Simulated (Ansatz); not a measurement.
# Te2Pt (Moncheite): single point with PBE

The system is Te2Pt (Moncheite).

```
Pt Te
1.0
     4.01000    0.00000    0.00000
    -2.00500    3.47276    0.00000
     0.00000    0.00000    5.20100
Pt Te
1 2
Direct
  0.00000 0.00000 0.00000
  0.66667 0.33333 0.75000
  0.33333 0.66667 0.25000
```

* Program: Ansatz 0.2.0
* Task: single point
* Functional: PBE
* Potentials or basis: Ansatz PAW
* Cutoff: 420 eV (not typed: the program's choice for these potentials)
* k mesh: 8 × 8 × 5
* Occupations: gaussian, width 0.011 eV
* Spin: no spin polarisation

* Pressure: 8.7 GPa
* Largest force: 0.974 eV/Å
* Band gap on the k mesh: none (metal or under the smearing width)

Forces on the atoms (eV/Å):
```
Pt   0.000  0.000  0.000
Te   0.000  0.000 -0.974
Te   0.000  0.000  0.974
```

Stress tensor (GPa, compression positive):
```
9.25 0.00 0.00
0.00 9.25 0.00
0.00 0.00 7.67
```

Levels at points of the mesh, in eV from the Fermi level:
```tsv
k point	band 22	band 23	band 24	band 25	band 26	band 27	band 28	band 29
(0.00, 0.00, 0.00)	-2.89	-0.72	-0.72	1.03	1.03	1.22	2.57	4.26
(0.00, -0.50, 0.00)	-3.83	-3.72	-3.63	-3.07	0.10	2.48	3.57	5.18
```

Wall time 1.8 s on 2 threads of Intel(R) Xeon(R) Platinum 8375C CPU @ 2.90GHz (Ice Lake) (shared host), peak memory 0.41 GiB.

The run has no spin-orbit coupling, so splittings on Pt, Te are missing.
